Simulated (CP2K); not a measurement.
Runs of CP2K 2026.2 on InP. It takes space group F-43m (No. 216, cubic). The conventional cell has a = 5.861 Å, b = 5.861 Å, c = 5.861 Å, α = 90.00°, β = 90.00°, γ = 90.00°. In (site symmetry -43m) is surrounded by 4 P at 2.54 Å. P (site symmetry -43m) is surrounded by 4 In at 2.54 Å. 

```csv
level,potentials or basis,smearing,EPS_DEFAULT,NGRIDS,points a segment of the path (NPOINTS),bands added on the path,CUTOFF of the grids,gap on the mesh (eV),pressure (GPa)
LDA,"GTH_POTENTIALS In GTH-PADE-q13, P GTH-PADE-q5; TZVP-MOLOPT-PBE-GTH basis",fermi-dirac 0.0259 eV,1.0E-9,5,8,4,450 Ry,0.46,-0.8
r2SCAN,"POTENTIAL_UZH In GTH-SCAN-q13, P GTH-SCAN-q5; TZVP-MOLOPT-SCAN-GTH basis",fermi-dirac 0.1 eV,1.0E-10,4,6,2,675 Ry,(a),1.7
TB-mBJ,"POTENTIAL_UZH In GTH-PBE-q13, P GTH-PBE-q5; TZVP-MOLOPT-PBE-GTH basis",fermi-dirac 0.05 eV,1.0E-10,5,10,6,675 Ry,0.81,-
PBEsol,"POTENTIAL_UZH In GTH-PBE-q13, P GTH-PBE-q5; TZVP-MOLOPT-PBE-GTH basis",fermi-dirac 0.1 eV,1.0E-10,5,8,4,450 Ry,0.59,(b)
```

Alike in all rows: task band structure; no spin polarisation; cell as given; k mesh 8 × 8 × 8.

Q: Fill in the values left out.

A: (a) 1.09; (b) 1.6.

Caveats: spin-orbit coupling is left out, which moves the levels of the heavy elements; the basis of atomic orbitals isn't converged, which shifts pressures, moduli and gaps; the potentials were made for another functional, which shifts forces and pressure (some runs); this is a model potential without an energy functional, so only levels have meaning (some runs).

A k mesh can miss the band edges, and the runs leave out spin-orbit coupling on In.
